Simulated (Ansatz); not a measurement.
Wires are cut from relaxed bulk TiC (Fm-3m, 10.17 Å³/atom, gap on the mesh 0.00 eV); atoms and period are relaxed, and energies count from that bulk.

All numbers below come from DFT PBE, scalar-relativistic, plane waves, PAW (Ansatz).

Settings: cutoff 420 eV, Γ-centred mesh 1×1×7 on the computed 20-atom cell, Gaussian smearing of 0.05 eV; no spin polarisation.

Start ([111] wire, 20 host atoms a period):

```xyz
20
Lattice="14.3000 0.0000 0.0000 0.0000 12.4000 0.0000 0.0000 0.0000 7.5047" Properties=species:S:1:pos:R:3 pbc="T T T"
Ti    8.0344    6.2000    0.0000
Ti    4.4967    6.2000    5.0031
C     9.8033    6.2000    1.2508
C     6.2656    6.2000    6.2539
Ti    6.2656    6.2000    2.5016
Ti    9.8033    6.2000    5.0031
C     4.4967    6.2000    1.2508
C     8.0344    6.2000    3.7523
Ti    5.3811    4.6681    0.0000
Ti    8.9189    4.6681    2.5016
Ti    7.1500    7.7319    5.0031
C     7.1500    4.6681    1.2508
C     5.3811    7.7319    3.7523
C     8.9189    7.7319    6.2539
Ti    5.3811    7.7319    0.0000
Ti    8.9189    7.7319    2.5016
Ti    7.1500    4.6681    5.0031
C     7.1500    7.7319    1.2508
C     5.3811    4.6681    3.7523
C     8.9189    4.6681    6.2539
```

What does the relaxation give?

The free energy falls by 340 meV/atom.

```
excess energy (eV per host atom) : 1.452
line energy (eV/Å)               : 3.827
period (Å)                       : 7.591
gap on the mesh (eV)             : 0.25
```

Relaxed structure:
```xyz
20
Lattice="14.3000 0.0000 0.0000 0.0000 12.4000 0.0000 0.0000 0.0000 7.5905" Properties=species:S:1:pos:R:3 pbc="T T T"
Ti    8.2507    6.2000   -0.1220
Ti    4.6313    6.2000    5.1775
C     9.5900    6.2000    1.5516
C     6.3655    6.2000    6.3775
Ti    6.0493    6.2000    2.6522
Ti    9.6687    6.2000    4.9432
C     4.7100    6.2000    0.9786
C     7.9345    6.2000    3.7432
Ti    5.6220    4.7642    0.1212
Ti    8.6780    4.7642    2.4090
Ti    7.1500    7.6169    5.0603
C     7.1500    4.7220    1.2651
C     5.3828    7.6116    4.1384
C     8.9172    7.6116    5.9823
Ti    5.6220    7.6358    0.1212
Ti    8.6780    7.6358    2.4090
Ti    7.1500    4.7831    5.0603
C     7.1500    7.6780    1.2651
C     5.3828    4.7884    4.1384
C     8.9172    4.7884    5.9823
```

An odd mesh misses points on the zone edge, so a gap read on it can be too wide.

Each run keeps its start's symmetry and one magnetic start, so lower states can exist.

The run took 2.4 min on 4 threads of Intel(R) Xeon(R) Platinum 8259CL CPU @ 2.50GHz (Skylake/Cascade Lake), with other jobs on the host, peak memory 3.1 GiB.